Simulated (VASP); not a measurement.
**GaP in VASP 6.6.1, single-point calculation**

INCAR

```
LASPH = .TRUE.
EDIFF = 1E-7
NSW = 0
NBANDS = 16
ISMEAR = -1
SIGMA = 0.02
PREC = Accurate
NELM = 52
LCHARG = .FALSE.
ISIF = 2
IVDW = 12
IBRION = -1
LREAL = .FALSE.
GGA = PE
LWAVE = .FALSE.
ENCUT = 520
```

KPOINTS

```
KPOINTS created by Atomic Simulation Environment
0
Gamma
8 8 8
0 0 0
```

POSCAR

```
Ga P
 1.0000000000000000
     0.0000000000000000    2.7662802841000000    2.6908860909999999
     2.7662802841000000    0.0000000000000000    2.6908860909999999
     2.7662802841000000    2.7662802841000000    0.0000000000000000
 Ga  P
   1   1
Cartesian
  0.0000000000000000  0.0000000000000000  0.0000000000000000
  1.3831401420500000  1.3831401420500000  1.3454430454999999
```

The recommended PBE PAW datasets give the neutral cell 18 valence electrons.

Command

```
mpirun -np 1 vasp_std
```

Problem. Predict the outcome of this run.

Solution. It converged. Results: gap between bands v and c on the k mesh 1.41 eV; least direct gap on the k mesh 1.58 eV; pressure -1.6 GPa. Band v is the last that the valence electrons fill when counted band by band, and c is the next.

OSZICAR

```
N       E                     dE             d eps       ncg     rms          rms(c)
DAV:   1     0.771075343650E+02    0.77108E+02   -0.91724E+03  2016   0.162E+03
DAV:   2    -0.344952787921E+01   -0.80557E+02   -0.76550E+02  2176   0.299E+02
DAV:   3    -0.929008281036E+01   -0.58406E+01   -0.58200E+01  2416   0.635E+01
DAV:   4    -0.938225936209E+01   -0.92177E-01   -0.92156E-01  2360   0.861E+00
DAV:   5    -0.938400406190E+01   -0.17447E-02   -0.17446E-02  2448   0.101E+00    0.417E+00
DAV:   6    -0.914417913524E+01    0.23982E+00   -0.37806E-01  2920   0.103E+01    0.275E+00
DAV:   7    -0.911834924482E+01    0.25830E-01   -0.91846E-02  2552   0.201E+00    0.110E+00
DAV:   8    -0.911864947708E+01   -0.30023E-03   -0.13020E-02  2272   0.137E+00    0.184E-01
DAV:   9    -0.911905046537E+01   -0.40099E-03   -0.13009E-03  2392   0.499E-01    0.808E-02
DAV:  10    -0.911912457947E+01   -0.74114E-04   -0.11173E-04  2952   0.112E-01    0.402E-02
DAV:  11    -0.911919668440E+01   -0.72105E-04   -0.98741E-05  2312   0.813E-02    0.495E-03
DAV:  12    -0.911919635483E+01    0.32957E-06   -0.26934E-06  2296   0.210E-02    0.290E-03
DAV:  13    -0.911919665406E+01   -0.29923E-06   -0.80923E-07  2496   0.741E-03    0.190E-03
DAV:  14    -0.911919668591E+01   -0.31850E-07   -0.25825E-08  1840   0.127E-03
   1 F= -.97404592E+01 E0= -.97404592E+01  d E =-.100656E-11
```

For comparison, a separate PBE run of the intended cell, on usual settings and not on those above, gives a gap of 1.41 eV on its mesh and a pressure of 1.0 GPa.
